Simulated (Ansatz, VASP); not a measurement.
**One calculation of ZrSe2, two programs**

```
Zr Se
1.0
     3.82315    0.00000    0.00000
    -1.91158    3.31095    0.00000
     0.00000    0.00000    6.23301
Zr Se
1 2
Cartesian
  0.0000 0.0000 0.0000
  1.9116 1.1036 4.6748
  0.0000 2.2073 1.5583
```

Change from the starting cell: volume scaled by 1.02.

Alike in both runs: task single point; functional PBEsol; k mesh 8 × 8 × 5; occupations fermi-dirac, width 0.05 eV; no spin polarisation.

|  | VASP | Ansatz |
| --- | --- | --- |
| version | VASP 6.6.1 | Ansatz 0.2.0 |
| potentials or method | VASP PAW PBE potentials, release 64 (Zr_sv, Se) | Ansatz PAW |
| plane-wave cutoff (eV) | 520 | 420 |
| valence electrons in the cell | 24 | 44 |

```tsv
	VASP	Ansatz	Ansatz less VASP
gap on the k mesh at the Fermi level (eV)	0.38	0.38	+0.004
least direct gap on the mesh (eV)	1.01	1.02	+0.005
pressure (GPa)	-2.5	-2.7	-0.14
largest component of the traceless stress (GPa)	1.44	1.45	+0.001
rms of the force components (eV/Å)	0.047	0.058	+0.0116
```

Atom by atom the forces differ by 0.012 eV/Å (rms over components). With one functional, cell and mesh, what is left measures potentials, basis and numerics. The two sets of potentials don't hold the same shells in valence.

Caveats: this functional lacks dispersion, which binds the layers, so the pressure and a relaxed spacing across them are unreliable; the PAW data sets were made with another functional, which shifts forces and pressure a little (VASP); an odd mesh through Γ misses points on the zone boundary, where band edges often lie (VASP); odd divisions of the mesh miss points on the zone boundary, where band edges often lie, so the gap on the mesh can be too wide (Ansatz); the PAW data sets come from PBE, with cores solved anew for the run's functional, which leaves a small shift of forces and pressure (Ansatz).
